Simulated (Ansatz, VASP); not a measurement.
# NaF: VASP beside Ansatz

```
Na F
1.0
     2.71052    0.00000    0.00000
     0.00000    2.71052    0.00000
     0.00000    0.00000    2.79972
Na F
1 1
Cartesian
  0.0000 0.0000 0.0000
  1.3553 1.3553 1.3999
```

Change from the starting cell: epitaxial_xy strain -3.0%.

Alike in both runs: task single point; functional r2SCAN; k mesh 10 × 10 × 10; no spin polarisation.

|  | VASP | Ansatz |
| --- | --- | --- |
| version | VASP 6.6.1 | Ansatz 0.2.0 |
| potentials or method | VASP PAW PBE potentials, release 64 (Na_pv, F) | plane waves, PAW |
| plane-wave cutoff (eV) | 520 | 500 |
| occupations | gaussian, width 0.01 eV | fixed |
| valence electrons in the cell | 14 | 16 |

|  | VASP | Ansatz | Ansatz less VASP |
| --- | --- | --- | --- |
| gap on the k mesh at the Fermi level (eV) | 7.46 | 7.40 | -0.062 |
| pressure (GPa) | 3.1 | 4.0 | +0.85 |
| largest component of the traceless stress (GPa) | 3.91 | 4.04 | +0.123 |

The two sets of potentials don't hold the same shells in valence.

Caveats: the PAW data sets were made with another functional, which shifts forces and pressure a little (VASP). A k mesh can miss the band edges.
